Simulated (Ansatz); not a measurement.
# MgH2: the cost of one run

Program: Ansatz 0.2.0. Level of theory: DFT PBE, scalar-relativistic, plane waves, PAW. These are calculated values, not measurements.

### Step 1. The starting structure

It takes space group Fd-3m (No. 227, cubic). Conventional cell: a = 16.658 Å, b = 16.658 Å, c = 16.658 Å, α = 90.00°, β = 90.00°, γ = 90.00°. Around Mg (site symmetry 3m) lie 4 H at 1.56 to 1.74 Å. H (site symmetry 2mm) has 2 Mg at 1.56 Å as nearest neighbours. H (site symmetry -3m) is surrounded by 2 Mg at 1.74 Å.

As a file:

```
CELL_PARAMETERS angstrom
0.00000 8.32883 8.32883
8.32883 0.00000 8.32883
8.32883 8.32883 0.00000
ATOMIC_POSITIONS crystal
Mg 0.80625 0.06458 0.06458
Mg 0.18542 0.18542 0.18542
Mg 0.18542 0.18542 0.44375
Mg 0.18542 0.44375 0.18542
Mg 0.06458 0.80625 0.06458
Mg 0.06458 0.06458 0.06458
Mg 0.06458 0.06458 0.80625
Mg 0.44375 0.18542 0.18542
H 0.91441 0.91441 0.08559
H 0.91441 0.08559 0.08559
H 0.91441 0.08559 0.91441
H 0.62500 0.12500 0.12500
H 0.16441 0.16441 0.33559
H 0.16441 0.33559 0.16441
H 0.12500 0.12500 0.12500
H 0.33559 0.16441 0.16441
H 0.16441 0.33559 0.33559
H 0.12500 0.12500 0.62500
H 0.33559 0.16441 0.33559
H 0.12500 0.62500 0.12500
H 0.33559 0.33559 0.16441
H 0.08559 0.91441 0.08559
H 0.08559 0.91441 0.91441
H 0.08559 0.08559 0.91441
```

A structure generator made this guess: 4-connected net, bridging atoms on its edges, bridges bent (Fd-3m, No. 227). The dimensions are guesses.

### Step 2. A first look at the guess

The input, input.yaml:

```yaml
crystal:
  lattice:
    - [0.0, 8.32882842, 8.32882842]
    - [8.32882842, 0.0, 8.32882842]
    - [8.32882842, 8.32882842, 0.0]
  atoms:
    - { symbol: Mg, position: [0.80625302, 0.06458233, 0.06458233] }
    - { symbol: Mg, position: [0.18541767, 0.18541767, 0.18541767] }
    - { symbol: Mg, position: [0.18541767, 0.18541767, 0.44374698] }
    - { symbol: Mg, position: [0.18541767, 0.44374698, 0.18541767] }
    - { symbol: Mg, position: [0.06458233, 0.80625302, 0.06458233] }
    - { symbol: Mg, position: [0.06458233, 0.06458233, 0.06458233] }
    - { symbol: Mg, position: [0.06458233, 0.06458233, 0.80625302] }
    - { symbol: Mg, position: [0.44374698, 0.18541767, 0.18541767] }
    - { symbol: H, position: [0.91440631, 0.91440631, 0.08559369] }
    - { symbol: H, position: [0.91440631, 0.08559369, 0.08559369] }
    - { symbol: H, position: [0.91440631, 0.08559369, 0.91440631] }
    - { symbol: H, position: [0.625, 0.125, 0.125] }
    - { symbol: H, position: [0.16440631, 0.16440631, 0.33559369] }
    - { symbol: H, position: [0.16440631, 0.33559369, 0.16440631] }
    - { symbol: H, position: [0.125, 0.125, 0.125] }
    - { symbol: H, position: [0.33559369, 0.16440631, 0.16440631] }
    - { symbol: H, position: [0.16440631, 0.33559369, 0.33559369] }
    - { symbol: H, position: [0.125, 0.125, 0.625] }
    - { symbol: H, position: [0.33559369, 0.16440631, 0.33559369] }
    - { symbol: H, position: [0.125, 0.625, 0.125] }
    - { symbol: H, position: [0.33559369, 0.33559369, 0.16440631] }
    - { symbol: H, position: [0.08559369, 0.91440631, 0.08559369] }
    - { symbol: H, position: [0.08559369, 0.91440631, 0.91440631] }
    - { symbol: H, position: [0.08559369, 0.08559369, 0.91440631] }
basis:
  ecutwfc: 420
kpoints:
  mp_grid: { grid: [2, 2, 2] }
hamiltonian:
  xc: pbe
scf:
  occupations: { method: gaussian, width: 0.1 }
  lower_state_search: "off"
output:
  forces: true
  stress: true
  eigenvalues: true
```

Started as:

```console
ansatz run input.yaml --threads 1 --pin off --max-ram 2560MiB --backend cpu --events-out ev --progress --plain --runs-dir out
```

**Question.** How long does this run take on 1 thread of Arm Neoverse V1, shared host, and how much memory does it need?

About 13 s, with a peak of 1 GiB.
